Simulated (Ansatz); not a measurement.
A relaxation computed with Ansatz, from input to last step.

```yaml
crystal:
  lattice:
    - [3.0500010905, 0.0, 0.0]
    - [-1.5250005453, 2.641378426, 0.0]
    - [0.0, 0.0, 4.94]
  atoms:
    - { symbol: Ta, position: [0.3333333333, 0.6666666667, 0.0] }
    - { symbol: Ta, position: [0.6666666667, 0.3333333333, 0.5] }
    - { symbol: "N", position: [0.3333333333, 0.6666666667, 0.385] }
    - { symbol: "N", position: [0.6666666667, 0.3333333333, 0.885] }
basis:
  ecutwfc: 500
kpoints:
  mp_grid: { grid: [18, 18, 8] }
hamiltonian:
  xc: r2scan
scf:
  occupations: { method: gaussian, width: 0.1 }
output:
  forces: true
  stress: true
  eigenvalues: true
relax:
  adjacent_minimum: "off"
  f_tol: 0.01
  max_steps: 40
```

```bash
ansatz run input.yaml --threads 1 --pin off --max-ram 2560MiB --backend cpu --events-out ev --progress --plain --runs-dir out
```

Method: DFT r2SCAN, scalar-relativistic, plane waves, PAW in Ansatz 0.2.0.

Of 7 frames 6 are shown, positions in Å and forces in eV/Å; the SCF threshold varies from step to step.

```xyz
4
Lattice="3.0500 0.0000 0.0000 -1.5250 2.6414 0.0000 0.0000 0.0000 4.9400" Properties=species:S:1:pos:R:3:forces:R:3 pbc="T T T" step=1 free_energy_over_end_meV_per_atom=65.33
Ta    0.0000    1.7609    0.0000    0.0000    0.0000    2.3816
Ta    1.5250    0.8805    2.4700    0.0000    0.0000    2.3816
N     0.0000    1.7609    1.9019    0.0000    0.0000   -2.3813
N     1.5250    0.8805    4.3719    0.0000    0.0000   -2.3813
4
Lattice="3.0500 0.0000 0.0000 -1.5250 2.6414 0.0000 0.0000 0.0000 4.9400" Properties=species:S:1:pos:R:3:forces:R:3 pbc="T T T" step=2 free_energy_over_end_meV_per_atom=18.71
Ta    0.0000    1.7609    0.0235    0.0000    0.0000    1.5129
Ta    1.5250    0.8805    2.4935    0.0000    0.0000    1.5129
N     0.0000    1.7609    1.8784    0.0000    0.0000   -1.5127
N     1.5250    0.8805    4.3484    0.0000    0.0000   -1.5127
4
Lattice="3.0500 0.0000 0.0000 -1.5250 2.6414 0.0000 0.0000 0.0000 4.9400" Properties=species:S:1:pos:R:3:forces:R:3 pbc="T T T" step=3 free_energy_over_end_meV_per_atom=9.40
Ta    0.0000    1.7609    0.0623    0.0000    0.0000   -1.2550
Ta    1.5250    0.8805    2.5323    0.0000    0.0000   -1.2550
N     0.0000    1.7609    1.8396    0.0000    0.0000    1.2549
N     1.5250    0.8805    4.3096    0.0000    0.0000    1.2549
4
Lattice="3.0500 0.0000 0.0000 -1.5250 2.6414 0.0000 0.0000 0.0000 4.9400" Properties=species:S:1:pos:R:3:forces:R:3 pbc="T T T" step=4 free_energy_over_end_meV_per_atom=0.02
Ta    0.0000    1.7609    0.0476    0.0000    0.0000   -0.0564
Ta    1.5250    0.8805    2.5176    0.0000    0.0000   -0.0564
N     0.0000    1.7609    1.8543    0.0000    0.0000    0.0565
N     1.5250    0.8805    4.3243    0.0000    0.0000    0.0565
4
Lattice="3.0500 0.0000 0.0000 -1.5250 2.6414 0.0000 0.0000 0.0000 4.9400" Properties=species:S:1:pos:R:3:forces:R:3 pbc="T T T" step=5 free_energy_over_end_meV_per_atom=0.02
Ta    0.0000    1.7609    0.0476    0.0000    0.0000   -0.0563
Ta    1.5250    0.8805    2.5176    0.0000    0.0000   -0.0563
N     0.0000    1.7609    1.8543    0.0000    0.0000    0.0563
N     1.5250    0.8805    4.3243    0.0000    0.0000    0.0563
4
Lattice="3.0500 0.0000 0.0000 -1.5250 2.6414 0.0000 0.0000 0.0000 4.9400" Properties=species:S:1:pos:R:3:forces:R:3 pbc="T T T" step=7 free_energy_over_end_meV_per_atom=0.00
Ta    0.0000    1.7609    0.0467    0.0000    0.0000    0.0095
Ta    1.5250    0.8805    2.5167    0.0000    0.0000    0.0095
N     0.0000    1.7609    1.8552    0.0000    0.0000   -0.0096
N     1.5250    0.8805    4.3252    0.0000    0.0000   -0.0096
```

The run took 91 s on 1 thread of Intel(R) Xeon(R) 6975P-C (Granite Rapids) (shared host), peak memory 0.62 GiB.

Spin–orbit coupling is left out, which can shift energies with elements as heavy as these.